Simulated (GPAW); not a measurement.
SnSe, 2 atoms in the cell. It takes space group Fm-3m (No. 225, cubic). The conventional cell has a = 6.020 Å, b = 6.020 Å, c = 6.020 Å, α = 90.00°, β = 90.00°, γ = 90.00°. Sn (site symmetry m-3m) has 6 Se at 3.01 Å as nearest neighbours. Around Se (site symmetry m-3m) lie 6 Sn at 3.01 Å. Measurements of this composition are mostly on another form, of space group No. 62.

- Program: GPAW 26.7.0
- Task: G0W0 quasiparticle levels
- Functional: PBEsol
- Potentials or basis: PAW data sets generated in the run's folder for this functional
- Cutoff: 500 eV
- Basis: pw
- k mesh: 4 × 4 × 4
- Occupations: fermi-dirac, width 0.001 eV
- Spin: no spin polarisation
- Response ecut: 150 eV
- Frequency: ppa
- Extrapolate: yes
- Vertex: none
- Qp bands: 2
- Integrate gamma: WS
- All k: no
- Domega0: 0.1 eV
- Maxiter: 150
- Response bands: 227

Potentials or basis: PAW data sets generated in the run's folder for this functional, pw.

The run is started by

```console
$ gpaw-setup -x -f PBEsol Se Sn
$ OMP_NUM_THREADS=1 python run.py
```

Hardware: 1 thread of Arm Neoverse V1, with other jobs on the host.

Problem. How long does it take, and how much memory?

Solution. Wall time 8.8 min on 1 thread of Arm Neoverse V1, with other jobs on the host, peak memory 0.47 GiB. Counts: scf iterations 10, plane waves 1411, bands 19, k points 8.
